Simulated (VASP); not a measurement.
# BN: two structures compared in the RPA: zincblende and rocksalt

BN, F-43m (no. 216), 2 atoms in the cell. PBE, RPA total energies; PAW potentials N_GW, B_GW (PBE set).

## Input

INCAR.step1:
```
SYSTEM = BN
  ISMEAR = 0
  SIGMA = 0.05
  EDIFF = 1E-7
  PREC = Accurate
  LASPH = .True.
  LREAL = .False.
  LCHARG = .False.
  ENCUT = 607
  GGA = PE
  IBRION = 2
  NSW = 40
  ISIF = 3
  EDIFFG = -0.003
  LWAVE = .False.
```

INCAR.step3:
```
SYSTEM = BN
  ISMEAR = 0
  SIGMA = 0.05
  EDIFF = 1E-8
  PREC = Accurate
  LASPH = .True.
  LREAL = .False.
  LCHARG = .False.
  ENCUT = 450
  GGA = PE
  LWAVE = .True.
  ALGO = Normal
  KPAR = 8
```

INCAR.step4, as INCAR.step3 but for:
```
- LWAVE = .True.
- ALGO = Normal
+ ALGO = Eigenval
+ NELM = 1
+ LWAVE = .False.
+ PRECFOCK = Fast
+ LHFCALC = .True.
+ AEXX = 1.0
+ ALDAC = 0.0
+ AGGAC = 0.0
+ HFRCUT = -1
```

INCAR.step5:
```
SYSTEM = BN
  ISMEAR = 0
  SIGMA = 0.05
  EDIFF = 1E-8
  PREC = Accurate
  LASPH = .True.
  LREAL = .False.
  LCHARG = .False.
  ENCUT = 450
  GGA = PE
  ALGO = ACFDT
  NOMEGA = 12
  LWAVE = .False.
  PRECFOCK = Fast
  ESF_SPLINES = .True.
```

KPOINTS.step1:
```
k-points
0
Gamma
  16 16 16
```

KPOINTS.step3:
```
k-points
0
Gamma
  10 10 10
```

KPOINTS.step5:
```
k-points
0
Gamma
  9 9 9
```

POSCAR.step1:
```
BN
1.0
    0.0000000000      1.8130010000      1.8130010000
    1.8130010000      0.0000000000      1.8130010000
    1.8130010000      1.8130010000      0.0000000000
N B
1 1
Direct
    0.0000000000      0.0000000000      0.0000000000
    0.2500000000      0.2500000000      0.2500000000
```

POSCAR.step2:
```
BN
1.0
    0.0000000000      1.7038214226      1.7038214226
    1.7038214226      0.0000000000      1.7038214226
    1.7038214226      1.7038214226      0.0000000000
N B
1 1
Direct
    0.0000000000      0.0000000000      0.0000000000
    0.5000000000      0.5000000000      0.5000000000
```

Commands (each step's output is kept before the next begins):
```
cat potpaw_PBE.64/N_GW/POTCAR potpaw_PBE.64/B_GW/POTCAR > POTCAR
cp INCAR.step1 INCAR
cp KPOINTS.step1 KPOINTS
cp POSCAR.step1 POSCAR
mpirun -np 8 vasp_std > vasp.out
cp CONTCAR CONTCAR.first
rm WAVECAR CHG
cp POSCAR.step2 POSCAR
mpirun -np 8 vasp_std > vasp.out
cp CONTCAR CONTCAR.second
rm WAVECAR CHG
cp CONTCAR.first POSCAR
cp INCAR.step3 INCAR
cp KPOINTS.step3 KPOINTS
mpirun -np 8 vasp_std > vasp.out
cp CONTCAR.first POSCAR
cp INCAR.step4 INCAR
mpirun -np 8 vasp_std > vasp.out
rm WAVECAR CHG
cp CONTCAR.first POSCAR
cp INCAR.step5 INCAR
cp KPOINTS.step5 KPOINTS
mpirun -np 8 vasp_std > vasp.out
rm WAVECAR CHG
cp CONTCAR.second POSCAR
cp INCAR.step3 INCAR
cp KPOINTS.step3 KPOINTS
mpirun -np 8 vasp_std > vasp.out
cp CONTCAR.second POSCAR
cp INCAR.step4 INCAR
mpirun -np 8 vasp_std > vasp.out
rm WAVECAR CHG
cp CONTCAR.second POSCAR
cp INCAR.step5 INCAR
mpirun -np 8 vasp_std > vasp.out
```

## Result

- RPA energy difference (meV/atom): 1887.6

Energy of rocksalt less zincblende, each relaxed in PBE:

| Method | meV/atom |
|---|---|
| PBE | 1754 |
| Exact exchange, no correlation | 2502 |
| RPA | 1888 |

VASP 6.6.1 took 449 s on 8 cores (Intel Xeon 6975P-C (Granite Rapids)), a shared host.
